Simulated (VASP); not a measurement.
# SnSe (Fm-3m) in VASP: further runs

The runs below take SnSe through dielectric tensor, with LDA.

All numbers are computed with VASP 6.6.1; they aren't measurements. Logs are shortened: lines on timing, memory, paths and dates and some standing lists are left out, and cuts for length are marked.

### 1 The crystal as given

The structure is cubic, space group Fm-3m (No. 225). The conventional cell has a = 6.020 Å, b = 6.020 Å, c = 6.020 Å, α = 90.00°, β = 90.00°, γ = 90.00°. Sn (site symmetry m-3m) has 6 Se at 3.01 Å as nearest neighbours. Se (site symmetry m-3m) is surrounded by 6 Sn at 3.01 Å.

Measurements of this composition are mostly on another form, of space group No. 62.

### 2 Dielectric tensor, LDA

INCAR reads:

```
  ALGO = Normal
  EDIFF = 1E-8
  ENCUT = 520
  ISIF = 2
  ISMEAR = 0
  LASPH = True
  LCHARG = False
  LEPSILON = True
  LREAL = False
  LWAVE = False
  NELM = 100
  PREC = Accurate
  SIGMA = 0.01
```

KPOINTS reads:

```
k-points
0
Gamma
  5 5 5
```

POSCAR reads:

```
SnSe
1.0
    0.0000000000      3.0100000000      3.0100000000
    3.0100000000      0.0000000000      3.0100000000
    3.0100000000      3.0100000000      0.0000000000
Sn Se
1 1
Direct
    0.0000000000      0.0000000000      0.0000000000
    0.5000000000      0.5000000000      0.5000000000
```

Potentials or basis: VASP PAW LDA potentials, release 64 (Sn_d, Se).

The run is started by

```bash
$ cat potpaw_LDA.64/Sn_d/POTCAR potpaw_LDA.64/Se/POTCAR > POTCAR
$ mpirun -np 1 vasp_std > vasp.out
```

OUTCAR:

```text
EDIFF = 1E-8
   ENCUT = 520
   ISIF = 2
   ISMEAR = 0
   LASPH = True
   LEPSILON = True
   LREAL = False
   NELM = 100
   PREC = Accurate

 Found     10 irreducible k-points:

 Following reciprocal coordinates:
            Coordinates               Weight
  0.000000  0.000000  0.000000      1.000000
  0.200000  0.000000  0.000000      8.000000
  0.400000  0.000000  0.000000      8.000000
  0.200000  0.200000  0.000000      6.000000
  0.400000  0.200000  0.000000     24.000000
 -0.400000  0.200000  0.000000     24.000000
   k-points           NKPTS =     10   k-points in BZ     NKDIM =     10   number of bands    NBANDS=     14
   number of dos      NEDOS =    301   number of ions     NIONS =      2
   total plane-waves  NPLWV =  32768
   dimension x,y,z NGX =    32 NGY =   32 NGZ =   32
   dimension x,y,z NGXF=    64 NGYF=   64 NGZF=   64
   ions per type =               1   1
   NGX,Y,Z   is equivalent  to a cutoff of  12.50, 12.50, 12.50 a.u.
   NGXF,Y,Z  is equivalent  to a cutoff of  24.99, 24.99, 24.99 a.u.
 SYSTEM =  unknown system
   PREC   = accura    normal or accurate (medium, high low for compatibility)
   ISTART =      0    job   : 0-new  1-cont  2-samecut
   ICHARG =      2    charge: 1-file 2-atom 10-const
   ISPIN  =      1    spin polarized calculation?
   LNONCOLLINEAR =      F non collinear calculations
   LSORBIT =      F    spin-orbit coupling
   LASPH  =      T    aspherical Exc in radial PAW
   ENCUT  =  520.0 eV  38.22 Ry    6.18 a.u.   7.91  7.91  7.91*2*pi/ulx,y,z
   NELM   =    100;   NELMIN=  2; NELMDL= -5     # of ELM steps
   EDIFF  = 0.1E-07   stopping-criterion for ELM
   LREAL  =      F    real-space projection
   EDIFFG = 0.1E-06   stopping-criterion for IOM
   NSW    =      0    number of steps for IOM
   IBRION =     -1    ionic relax: 0-MD 1-quasi-New 2-CG
   NFREE  =      0    steps in history (QN), initial steepest desc. (CG)
   ISIF   =      2    stress and relaxation
   ISYM   =      2    0-nonsym 1-usesym 2-fastsym
   POTIM  = 0.5000    time-step for ionic-motion
   TEBEG  =    0.0;   TEEND  =   0.0 temperature during run
   PSTRESS=    0.0 pullay stress
   NELECT =      20.0000    total number of electrons
   NUPDOWN=      -1.0000    fix difference up-down
   EMIN   =  10.00;   EMAX   =-10.00  energy-range for DOS
   EFERMI =   0.00;   METHOD = LEGACY
   ISMEAR =     0;   SIGMA  =   0.01  broadening in eV -4-tet -1-fermi 0-gaus
   EFERMI_NEDOS =   21; number of points for ismear=-14 and -15
   IALGO  =     38    algorithm
   IMIX   =      4    mixing-type and parameters
     AMIX     =   0.40;   BMIX     =  1.00
     AMIX_MAG =   1.60;   BMIX_MAG =  1.00
  volume/ion in A,a.u.               =      27.27       184.03
  Fermi-wavevector in a.u.,A,eV,Ry     =   1.171768  2.214321 18.681350  1.373040
  Thomas-Fermi vector in A             =   2.308207
   LORBIT       =      0    0 simple, 1 ext, 2 COOP (PROOUT), +10 PAW based schemes
   GGA     = CA    functional components
   LHFCALC =     F    Hartree Fock is set to
   AEXX    =    0.0000 exact exchange contribution
   IVDW    =     0    specifies the selected vdW correction
   LEPSILON=     T    determine dielectric tensor
   LRPA    =     F    only Hartree local field effects (RPA)
 non-spin polarized calculation
 Gauss-broadening in eV      SIGMA  =   0.01
  energy-cutoff  :      520.00
  volume of cell :       54.54
 maximum number of plane-waves:      1479
   NGX = 15   NGY = 15   NGZ = 15

--------------------------------------- Ionic step        1  -------------------------------------------

 number of electron      20.0000006 magnetization

 E-fermi :   5.3568     XC(G=0):  -9.8856

 val. band max:        5.2849025270   @ k =  -0.2000   0.2000   0.0000
 cond. band min:       6.1553411512   @ k =  -0.2000   0.2000   0.0000
 fundamental gap:      0.8704386242
 Fermi energy:         5.3568477986

 k-point     1 :       0.0000    0.0000    0.0000
  band No.  band energies     occupation
      1     -16.0909      2.00000
      2     -16.0909      2.00000
      3     -16.0886      2.00000
      4     -16.0886      2.00000
      5     -16.0886      2.00000
      6      -8.4500      2.00000
      7       0.2317      2.00000
      8       3.2540      2.00000
      9       3.2540      2.00000
     10       3.2540      2.00000
     11       9.6361      0.00000
     12       9.6361      0.00000
     13       9.6361      0.00000
     14      11.2856      0.00000

 k-point     2 :       0.2000    0.0000    0.0000
  band No.  band energies     occupation
      1     -16.0934      2.00000
      2     -16.0934      2.00000
      3     -16.0877      2.00000
      4     -16.0843      2.00000
      5     -16.0843      2.00000
      6      -8.1801      2.00000
      7      -0.9460      2.00000
      8       3.3101      2.00000
      9       3.3101      2.00000
     10       4.1196      2.00000
     11       7.9860      0.00000
     12       8.2362      0.00000
     13       8.2362      0.00000
     14      11.3170      0.00000

 k-point     3 :       0.4000    0.0000    0.0000
  band No.  band energies     occupation
      1     -16.0979      2.00000
      2     -16.0979      2.00000
      3     -16.0863      2.00000
      4     -16.0770      2.00000
      5     -16.0770      2.00000
      6      -7.6288      2.00000
      7      -2.4379      2.00000
      8       3.4716      2.00000
      9       3.4716      2.00000
     10       5.0706      2.00000
     11       6.3135      0.00000
     12       6.8165      0.00000
     13       6.8165      0.00000
     14      12.7875      0.00000

 k-point     4 :       0.2000    0.2000    0.0000
  band No.  band energies     occupation
      1     -16.0986      2.00000
      2     -16.0909      2.00000
      3     -16.0883      2.00000
      4     -16.0825      2.00000
      5     -16.0825      2.00000
      6      -8.0904      2.00000
      7      -0.8612      2.00000
      8       2.6774      2.00000
      9       2.6774      2.00000
     10       4.4647      2.00000
     11       6.8766      0.00000
     12       9.6404      0.00000
     13       9.6404      0.00000
     14       9.7142      0.00000

 k-point     5 :       0.4000    0.2000    0.0000
  band No.  band energies     occupation
      1     -16.1046      2.00000
      2     -16.0905      2.00000
      3     -16.0892      2.00000
      4     -16.0782      2.00000
      5     -16.0757      2.00000
      6      -7.6232      2.00000
      7      -1.8114      2.00000
      8       2.2853      2.00000
      9       2.5268      2.00000
     10       3.5344      2.00000
     11       7.6087      0.00000
     12       8.7444      0.00000
     13       8.9454      0.00000
     14      10.4544      0.00000

 k-point     6 :      -0.4000    0.2000    0.0000
  band No.  band energies     occupation
      1     -16.1032      2.00000
      2     -16.0946      2.00000
      3     -16.0837      2.00000
      4     -16.0787      2.00000
      5     -16.0758      2.00000
      6      -7.3966      2.00000
      7      -2.3226      2.00000
      8       1.6037      2.00000
      9       3.0143      2.00000
     10       4.1833      2.00000
     11       6.9718      0.00000
     12       7.4491      0.00000
     13       9.3585      0.00000
     14      12.7311      0.00000

 [... further k-points ...]

  FORCE on cell =-STRESS in cart. coord.  units (eV):
  Direction    XX          YY          ZZ          XY          YZ          ZX
  --------------------------------------------------------------------------------------
  -------------------------------------------------------------------------------------
  Total       -1.1743893     -1.1743893     -1.1743893     -0.0000000      0.0000000     -0.0000000
  in kB      -34.4979426    -34.4979426    -34.4979426     -0.0000000      0.0000000     -0.0000000
  external PRESSURE =     -34.4979426 kB  Pullay stress =       0.0000000 kB

 VOLUME and BASIS-vectors are now :
 -----------------------------------------------------------------------------
  energy-cutoff  :      520.00
  volume of cell :       54.54
      direct lattice vectors                 reciprocal lattice vectors
     0.000000000  3.010000000  3.010000000    -0.166112957  0.166112957  0.166112957
     3.010000000  0.000000000  3.010000000     0.166112957 -0.166112957  0.166112957
     3.010000000  3.010000000  0.000000000     0.166112957  0.166112957 -0.166112957

 POSITION                                       TOTAL-FORCE (eV/Angst)
 -----------------------------------------------------------------------------------
      0.00000      0.00000      0.00000         0.000000      0.000000      0.000000
      3.01000      3.01000      3.01000         0.000000      0.000000      0.000000
 -----------------------------------------------------------------------------------
    total drift:                                0.000000     -0.000000     -0.000000

  FREE ENERGIE OF THE ION-ELECTRON SYSTEM (eV)
  ---------------------------------------------------
  free  energy   TOTEN  =        -9.5007608712 eV

  energy  without entropy=       -9.5007608712  energy(sigma->0) =       -9.50076087

 HEAD OF MICROSCOPIC STATIC DIELECTRIC TENSOR (INDEPENDENT PARTICLE, excluding Hartree and local field effects)
 ------------------------------------------------------
          42.970355     0.000000     0.000000
           0.000000    42.970355     0.000000
          -0.000000     0.000000    42.970355
 ------------------------------------------------------

 Free energy of the ion-electron system (eV)
  ---------------------------------------------------
  ---------------------------------------------------
  free energy    TOTEN  =        -6.28958525 eV

  energy without entropy =       -6.28958525

------------------------ aborting loop because EDIFF is reached ----------------------------------------

--------------------------------------- Ionic step        2  -------------------------------------------

------------------------ aborting loop because EDIFF is reached ----------------------------------------

--------------------------------------- Ionic step        3  -------------------------------------------

 Free energy of the ion-electron system (eV)
  ---------------------------------------------------
  ---------------------------------------------------
  free energy    TOTEN  =        -6.28957163 eV

  energy without entropy =       -6.28957163

------------------------ aborting loop because EDIFF is reached ----------------------------------------

 PIEZOELECTRIC TENSOR FIELD DIRECTION 3  (e Angst)
 -----------------------------------------------------------------------------
     0.05012  0.00000 -0.00000           (  0.00002  0.00000  0.00000)
     0.00000  0.05012  0.00000           (  0.00000  0.00002  0.00000)
     0.00000 -0.00000 -0.07491           (  0.00000  0.00000  0.00001)

 PIEZOELECTRIC TENSOR FIELD DIRECTION 3  (C/m^2)
 -----------------------------------------------------------------------------
     0.01472  0.00000 -0.00000
     0.00000  0.01472  0.00000
     0.00000 -0.00000 -0.02201

 MACROSCOPIC STATIC DIELECTRIC TENSOR (including local field effects in DFT)
 ------------------------------------------------------
          41.365253     0.000000     0.000000
          -0.000000    41.365253     0.000000
          -0.000000     0.000000    41.365253
 ------------------------------------------------------

 PIEZOELECTRIC TENSOR (including local field effects)  for field in x, y, z        (e  Angst)
          XX          YY          ZZ          XY          YZ          ZX
  --------------------------------------------------------------------------------
  x     0.00000     0.00000     0.00000     0.00000     0.00000     0.00000
  y     0.00000     0.00000     0.00000     0.00000     0.00000     0.00000
  z     0.00000     0.00000     0.00000     0.00000     0.00000     0.00000

 PIEZOELECTRIC TENSOR (including local field effects)  for field in x, y, z        (C/m^2)
          XX          YY          ZZ          XY          YZ          ZX
  --------------------------------------------------------------------------------
  x     0.00000     0.00000     0.00000     0.00000     0.00000     0.00000
  y     0.00000     0.00000     0.00000     0.00000     0.00000     0.00000
  z     0.00000     0.00000     0.00000     0.00000     0.00000     0.00000

 BORN EFFECTIVE CHARGES (including local field effects) (in |e|, cummulative output)
 ---------------------------------------------------------------------------------
 ion    1
    1     5.25291     0.00000     0.00000
    2     0.00000     5.25291     0.00000
    3     0.00000     0.00000     5.25291
 ion    2
    1    -5.25291     0.00000     0.00000
    2     0.00000    -5.25291     0.00000
    3     0.00000     0.00000    -5.25291
```

Wall time 68 s (1 thread of AMD EPYC 9R45 (Zen 5), shared host); peak memory 0.15 GiB.

These settings aren't checked as converged: the numbers below hold their error.

Caveat: this odd mesh misses L, where the gap lies, so gap, dielectric constants and Born charges aren't listed.

(Continued in part 2 of 2.)
